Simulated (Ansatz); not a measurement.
The elements of this relaxed trial sheet are hidden behind letters. Only a and b repeat, and vacuum parts the sheet from its images along c.

```
lattice vectors (Å)
   4.0443    0.0000    0.0000
  -2.0222    3.5025    0.0000
   0.0000    0.0000   25.0629
fractional positions
X 0.3333 0.6667 0.2877
Z 0.6667 0.3333 0.3108
```

The calculation used DFT PBE, scalar-relativistic, plane waves, PAW (Ansatz). Settings of the last relaxation (2-atom cell): 420 eV, 12×12×1 k points, Gaussian smearing of 0.02 eV, no spin polarisation.

| Property | Result |
| --- | --- |
| Layer group | p3m1 (No. 69) |
| In-plane cell | a = 4.044 Å, b = 4.044 Å, γ = 120.0° |
| Area per atom | 7.08 Å² |
| Thickness between the outermost nuclei | 0.58 Å |
| Energy over the elements | +0.052 eV/atom |
| Gap on the 12×12×1 mesh of the 2-atom cell | 1.11 eV |

Energies are uncorrected and count from the elements' standard states at the same level.

**Question.** X is a p-block element of period 4 and Z is a p-block element of period 4. Which elements are they?

**Answer.** X = Ga, Z = As, so the formula is GaAs. Ga at height 0.00 Å has 3 As at 2.41 Å; As at height 0.58 Å has 3 Ga at 2.41 Å. Other elements may fit the hints; this set was computed.

Kohn–Sham gaps at this level usually fall short of measured ones. A structure relaxed within its symmetry needn't be a true minimum.
